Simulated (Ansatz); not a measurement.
Write the native input for Ansatz 0.2.0 that does the following.

- Task: relaxation of cell and atoms
- Functional: PBEsol
- Potentials or basis: Ansatz PAW
- Cutoff: 420 eV (not typed: the program's choice for these potentials)
- k mesh: 10 × 10 × 2
- Occupations: fermi-dirac, width 0.05 eV
- Spin: no spin polarisation
- Hubbard terms: Mo d U = 5 eV
- Hubbard projectors: ortho-atomic (the default)
- Double counting: fll (the default)

Slab: MoS2, a slab with vacuum.

```
Mo S
1.0
     3.18413    0.00000    0.00000
    -1.59206    2.75753    0.00000
     0.00000    0.00000   17.33460
Mo S
1 2
Cartesian
  0.0000 0.0000 0.0000
  0.0000 1.8384 15.7833
  0.0000 1.8384 1.5513
```

The input as run:

input.yaml

```yaml
crystal:
  lattice:
    - [3.1841260822, 0.0, 0.0]
    - [-1.5920630411, 2.757534076, 0.0]
    - [0.0, 0.0, 17.33459995]
  atoms:
    - { symbol: Mo, position: [0.0, 0.0, 0.0] }
    - { symbol: S, position: [0.3333333333, 0.6666666667, 0.91050702] }
    - { symbol: S, position: [0.3333333333, 0.6666666667, 0.08949298] }
hamiltonian:
  xc: pbesol
  pseudopotentials: { kind: paw }
  hubbard: { sites: [{ species: Mo, l: d, u_eff: 5.0 }] }
kpoints:
  mp_grid: { grid: [10, 10, 2] }
scf:
  occupations: { method: fermi_dirac, width: 0.05 }
output:
  forces: true
  stress: true
  eigenvalues: true
relax:
  f_tol: 0.01
  max_steps: 40
  cell: { stress_tol: 0.05 }
```

Potentials or basis: Ansatz PAW.

The run is started by

```sh
$ ansatz run input.yaml --threads 2 --pin off --max-ram 5632MiB --backend cpu --events-out ev --progress --plain --runs-dir out
```

It gave:

```
Relaxed volume                         : 49.46 Å³/atom
Relaxed cell                           : a = 3.144 Å, b = 3.144 Å, c = 17.337 Å, α = 90.00°, β = 90.00°, γ = 120.00°
Space group after relaxing (to 0.05 Å) : P-6m2 (No. 187)
Energy gained by relaxing              : 5.6 meV/atom
Ionic steps                            : 4
Largest force after relaxing           : 0.006 eV/Å
Band gap on the k mesh                 : 1.82 eV, direct
```

Caveat: the plane-wave basis is chosen anew once the cell has moved, so the energies of steps on either side of that aren't comparable; the PAW data sets come from PBE, with cores solved anew for the run's functional, which leaves a small shift of forces and pressure.

It took 20 s on 2 threads of Arm Neoverse V1, on a shared host, peak memory 0.42 GiB.
